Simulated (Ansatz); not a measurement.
Hf:

```
CELL_PARAMETERS angstrom
2.91381 0.00000 0.00000
0.00000 2.91381 0.00000
0.00000 0.00000 2.91381
ATOMIC_POSITIONS crystal
Hf 0.50000 0.50000 0.50000
```

The cell was built by a generator and needn't be a form met in nature.

- Program: Ansatz 0.2.0
- Task: relaxation of cell and atoms
- Functional: r2SCAN
- Dispersion: D4
- Potentials or basis: Ansatz PAW
- Cutoff: 500 eV (not typed: the program's choice for these potentials)
- k mesh: 9 × 9 × 9
- Occupations: fermi-dirac, width 0.05 eV
- Spin: no spin polarisation

At the start: volume 24.74 Å³/atom.

Q: How do energy, volume and symmetry change on relaxing?

A: It ends after 4 steps and the volume is 24.10 Å³/atom (-2.6 %); space group Pm-3m (No. 221, to 0.05 Å).

The path:
```tsv
step	energy change (eV)	largest force (eV/Å)	volume (Å³)
1	0.0000	0.0000	24.74
2	-0.0014	0.0000	23.58
3	-0.0041	0.0000	24.10
4	-0.0040	0.0000	24.10
```

Final structure:
```cif
data_structure
_symmetry_space_group_name_H-M 'P 1'
_symmetry_Int_Tables_number 1
_cell_length_a 2.8885
_cell_length_b 2.8885
_cell_length_c 2.8885
_cell_angle_alpha 90.000
_cell_angle_beta 90.000
_cell_angle_gamma 90.000
_cell_volume 24.10
loop_
_atom_site_label
_atom_site_type_symbol
_atom_site_fract_x
_atom_site_fract_y
_atom_site_fract_z
_atom_site_occupancy
Hf1 Hf 0.50000 0.50000 0.50000 1
```

Caveat: the plane-wave basis is chosen anew once the cell has moved, so the energies of steps on either side of that aren't comparable; pairwise dispersion overbinds metals, which lowers pressure and volume; the PAW data sets come from PBE, with cores solved anew for the run's functional, which leaves a small shift of forces and pressure.
